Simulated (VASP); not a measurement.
Input of a VASP 6.6.1 run:

The input INCAR:

```
SYSTEM = CaF2
ALGO = Fast
EDIFF = 1E-6
ENCUT = 520
ISIF = 2
ISMEAR = 0
LASPH = .True.
LCHARG = .False.
LREAL = .False.
LWAVE = .False.
NBANDS = 19
NELM = 100
PREC = Accurate
SIGMA = 0.02
```

File KPOINTS:

```
k-points
0
Gamma
  8 8 8
  0 0 0
```

File POSCAR:

```
CaF2
1.0
    0.0000000000      2.6630865323      2.6630865323
    2.6630865323      0.0000000000      2.6630865323
    2.6630865323      2.6630865323      0.0000000000
Ca F
1 2
Direct
    0.0000000000      0.0000000000      0.0000000000
    0.2500000000      0.2500000000      0.2500000000
    0.7500000000      0.7500000000      0.7500000000
```

Potentials or basis: VASP PAW LDA potentials, release 64 (Ca_sv, F).

Run with:

```console
$ cat potpaw_LDA.64/Ca_sv/POTCAR potpaw_LDA.64/F/POTCAR > POTCAR
$ mpirun -np 1 vasp_std > vasp.out
```

(1) What does it give for the band gap on the k mesh?

(2) What does it give for the pressure?

Results:

(1) 7.35 eV, indirect (least direct gap 7.63 eV).

(2) 0.6 GPa.
